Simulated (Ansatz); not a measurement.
# HgTe (Coloradoite) (F-43m) in Ansatz: single point with PBE

Aim: the single point of HgTe (Coloradoite) with PBE.

Program: Ansatz 0.2.0. These are calculated values, not measurements. Logs are shortened: lines on timing, memory, paths and dates and some standing lists are left out, and cuts for length are marked.

## 1. The crystal as given

It takes space group F-43m (No. 216, cubic). The conventional cell has a = 6.429 Å, b = 6.429 Å, c = 6.429 Å, α = 90.00°, β = 90.00°, γ = 90.00°. Around Hg (site symmetry -43m) lie 4 Te at 2.78 Å. Te (site symmetry -43m) is surrounded by 4 Hg at 2.78 Å.

## 2. Single point, PBE

File input.yaml:

```yaml
crystal:
  lattice:
    - [0.0, 3.2145, 3.2145]
    - [3.2145, 0.0, 3.2145]
    - [3.2145, 3.2145, 0.0]
  atoms:
    - { symbol: Hg, position: [0.0, 0.0, 0.0] }
    - { symbol: Te, position: [0.75, 0.75, 0.75] }
kpoints:
  mp_grid: { grid: [7, 7, 7] }
scf:
  occupations: { method: gaussian, width: 0.024 }
hamiltonian:
  xc: pbe
  pseudopotentials: { kind: all_electron, lapw: { basis_error: 0.001 } }
output:
  forces: true
  stress: true
  eigenvalues: true
```

Potentials or basis: all-electron LAPW, scalar-relativistic.

Launch:

```
$ ansatz run input.yaml --threads 1 --pin off --max-ram 3072MiB --backend cpu --events-out ev --progress --plain --runs-dir out
```

The program printed:

```text
Warning: RAYON_NUM_THREADS=1 ignored (pool sized by the plan → 1); use --threads N
LAPW: plane waves up to 8.292 Å⁻¹, error target 1.0e-3 eV per atom; small_component_spin mean_spin; Te in spheres of 1.373 Å, 24 of its electrons in bands, Dirac shells []; Hg in spheres of 1.411 Å, 44 of its electrons in bands, Dirac shells [] (how accurate: hamiltonian.pseudopotentials.lapw.basis_error, Limitations)
Engine: ansatz 0.2.0, aarch64-unknown-linux-gnu
Pseudopotentials: kind: all_electron
Pseudopotential: Hg, LAPW, valence charge 44, lapw/all_electron/scalar/gaussian/Hg, Koelling and Harmon's equation, gaussian nucleus
Pseudopotential: Te, LAPW, valence charge 24, lapw/all_electron/scalar/gaussian/Te, Koelling and Harmon's equation, gaussian nucleus
Functional definition: PBE
  parameter kappa = 0.804
  parameter beta = 0.06672455060314922
  exchange = pbe_x(kappa = kappa, mu = beta*pi^2/3)
  correlation = pbe_c(beta = beta)
Crystal: 2 atoms, lattice volume = 66.431 Å³
Basis set: ecut = 261.9331823180901 eV, 609 PW (Γ), exchange–correlation at level 2
Bands: 41, of which v1, the nominal top of the filled ones, is band 34 counted from 1 (33 counted from 0)
Symmetry: 24 space group operations
Space group: F-43m (ITA 216), of the structure as read, at distance tolerance 4.1e-5 Å
k-points: 20 of 343 (time reversal used)
Non-local potential: Hg, projectors of the file, none
Non-local potential: Te, projectors of the file, none
Initial density: superposition of atomic densities (chi_scale 0.1, normalization cell, long waves kept (reshape's long-wave potential 0.00 eV rms))
Initial wavefunctions: plane waves of lowest kinetic energy (no species holds an atomic orbital)
Functional: x = pbe(κ = 0.804, μ = 0.2195149727645171), c = pbe(β = 0.06672455060314922)
iter 1 solved again at ethr=6.20e-4 eV; its pass at ethr=1.00e-1 eV (dr2=4.22e-1 eV) is discarded
SCF iter   1: F=—  HF=-718714.676544 eV  |F-HF|=—  |Δ(HF+E_count)|=         —  Δρ=1.88e-2  dr2=4.22e-1  ethr=6.20e-4  ⟨swp⟩=2.2  Hψ=5114  notcnv=0
preconditioner: auto → none  [insulator: Δε(μ)=0.842 eV  Ē_g=12.334 eV  σ=0.024 eV  W_gap=0.67  n_scr=14 (ndim 8)  ℏωp=19.3 eV  f_vac=0.316  D(μ)=0.37/eV (n_scr^D=0)  ε∞_Penn≈3.5]
iter 2 solved again at ethr=4.22e-5 eV; its pass at ethr=6.20e-4 eV (dr2=2.87e-2 eV) is discarded
SCF iter   2: F=—  HF=-718714.496598 eV  |F-HF|=—  |Δ(HF+E_count)|=   1.80e-1  Δρ=6.06e-3  dr2=2.87e-2  ethr=4.22e-5  ⟨swp⟩=2.0  Hψ=4293  notcnv=0
SCF iter   3: F=—  HF=-718714.461615 eV  |F-HF|=—  |Δ(HF+E_count)|=   3.50e-2  Δρ=3.69e-3  dr2=7.20e-3  ethr=4.22e-5  ⟨swp⟩=2.0  Hψ=2520  notcnv=0
SCF iter   4: F=—  HF=-718714.461923 eV  |F-HF|=—  |Δ(HF+E_count)|=         —  Δρ=9.32e-4  dr2=4.51e-4  ethr=1.06e-5  ⟨swp⟩=2.0  Hψ=2466  notcnv=0
the basis was enlarged: its passes take 45.6 KiB over the memory plan, 1 of 1 planned eigensolver slots
SCF iter   5: F=—  HF=-718714.461993 eV  |F-HF|=—  |Δ(HF+E_count)|=   7.02e-5  Δρ=1.31e-4  dr2=7.43e-6  ethr=6.64e-7  ⟨swp⟩=2.3  Hψ=2388  notcnv=0
SCF iter   6: F=—  HF=-718714.462004 eV  |F-HF|=—  |Δ(HF+E_count)|=   1.11e-5  Δρ=2.66e-5  dr2=4.47e-7  ethr=1.09e-8  ⟨swp⟩=3.0  Hψ=2443  notcnv=0
SCF iter   7: F=-718714.462005 eV  HF=-718714.462005 eV  |F-HF|=8.34e-8  |Δ(HF+E_count)|=   9.79e-7  Δρ=7.25e-6  dr2=2.87e-8  ethr=6.58e-10  ⟨swp⟩=3.0  Hψ=2498  notcnv=0
SCF 1 converged in 7 iterations: F = -718714.462005 eV  dr2 = 2.87e-8
SCF converged after 7 iterations
Free energy (F): -718714.462005 eV
Harris-Foulkes:  -718714.462005 eV  (|F-HF|=8.34e-8)
Internal energy: -718714.461897 eV  (E = F + TS)
E sigma→0 (E₀):  -718714.461951 eV
Entropy (-TS):   -0.000108 eV (-0.054 meV/atom)
Fermi energy:    11.149556 eV
--- Per-component energies (eV) ---
  E_band       = -6059.396334
  E_kinetic    = 805989.973935
  E_xc         = -14927.704937
  E_electrostatic = -1509776.730896  (all electrons and nuclei)
  E_smearing   = -0.000108  (= −TS)
  E_closure    = 0.000000  (closes the sum)
  E_atoms      = -718710.908198  (free atoms, spherical and without spin; not in F)
  Σ components = -718714.462005   (vs F -718714.462005, Δ=0.00e0)
  Basis errors (estimates in eV, not in F): energy 4.4e-4 per atom: plane waves 4.0e-4 (2.3e-4 summed), levels above the bands 0.0e0, relativity 6.7e-8, radial functions 3.4e-5, core shells 1.3e-8; eigenvalues (radial functions only) 9.0e-7; not estimated: angular momenta, meshes, grids; target (lapw.basis_error) 1.0e-3; muffin-tin radii Te 1.373 Å, Hg 1.411 Å
--- Forces (eV/Å), atoms counted from 1 ---
  atom   1  Hg     0.00000000    -0.00000000     0.00000000
  atom   2  Te    -0.00000000     0.00000000    -0.00000000
  max |Σ_I F_I| component: 1.85e-17 eV/Å
--- Stress (GPa, compression-positive) ---
        4.563211      -0.000000      -0.000000
       -0.000000       4.563211       0.000000
       -0.000000       0.000000       4.563211
  P = ⅓ Tr σ = 4.5632 GPa (45.632 kbar)
--- Band table (eV; the first three rows and the last of 20) ---
  k-point 0: bands = ["-334.0886", "-334.0886", "-334.0867", "-334.0867", "-334.0867", "-148.2634", "-103.8409", "-98.3026", "-98.3026", "-98.3026", "-81.7870", "-81.7870", "-81.7870", "-81.7860", "-81.7860", "-81.7860", "-81.7848", "-52.2942", "-52.2942", "-52.2942", "-25.6401", "-25.6401", "-25.6401", "-25.6313", "-25.6313", "-0.9610", "3.6939", "3.6939", "3.6939", "4.2435", "4.2435", "10.4630", "11.1422", "11.1422", "11.1422", "15.3586", "15.3586", "15.3586", "17.6069", "20.8712", "20.8712"]
  k-point 1: bands = ["-334.0886", "-334.0886", "-334.0867", "-334.0867", "-334.0867", "-148.2634", "-103.8409", "-98.3026", "-98.3026", "-98.3026", "-81.7870", "-81.7870", "-81.7870", "-81.7860", "-81.7860", "-81.7860", "-81.7848", "-52.2943", "-52.2942", "-52.2942", "-25.6402", "-25.6400", "-25.6400", "-25.6313", "-25.6313", "-0.8582", "3.7224", "3.7224", "3.7330", "4.2408", "4.2408", "9.0766", "10.9122", "10.9122", "11.8995", "15.3306", "15.6577", "15.6577", "18.7237", "19.8546", "19.8546"]
  k-point 2: bands = ["-334.0886", "-334.0886", "-334.0867", "-334.0867", "-334.0867", "-148.2634", "-103.8409", "-98.3026", "-98.3026", "-98.3026", "-81.7870", "-81.7870", "-81.7870", "-81.7860", "-81.7860", "-81.7860", "-81.7848", "-52.2943", "-52.2943", "-52.2943", "-25.6404", "-25.6399", "-25.6399", "-25.6312", "-25.6312", "-0.6130", "3.7801", "3.7801", "3.9238", "4.2449", "4.2449", "7.3052", "10.4721", "10.4721", "12.0039", "16.0856", "16.0856", "16.4511", "18.7982", "19.8125", "19.8125"]
  k-point 19: bands = ["-334.0886", "-334.0886", "-334.0867", "-334.0867", "-334.0867", "-148.2634", "-103.8409", "-98.3026", "-98.3026", "-98.3026", "-81.7870", "-81.7870", "-81.7870", "-81.7860", "-81.7860", "-81.7860", "-81.7848", "-52.2943", "-52.2943", "-52.2943", "-25.6405", "-25.6401", "-25.6396", "-25.6313", "-25.6310", "-0.1791", "3.9078", "3.9663", "4.1736", "4.2298", "4.8225", "5.5991", "8.1963", "8.9275", "13.9948", "15.5761", "16.8220", "17.7318", "19.8850", "21.3135", "23.0880"]
```

Wall time 19 s (1 thread of Arm Neoverse V1, shared host); peak memory 0.31 GiB.

Results:

- Free energy: -718714.4620 eV
- Pressure: 4.6 GPa
- Band gap on the k mesh: none (metal or under the smearing width)

The run has no spin-orbit coupling, so splittings on Hg, Te are missing.
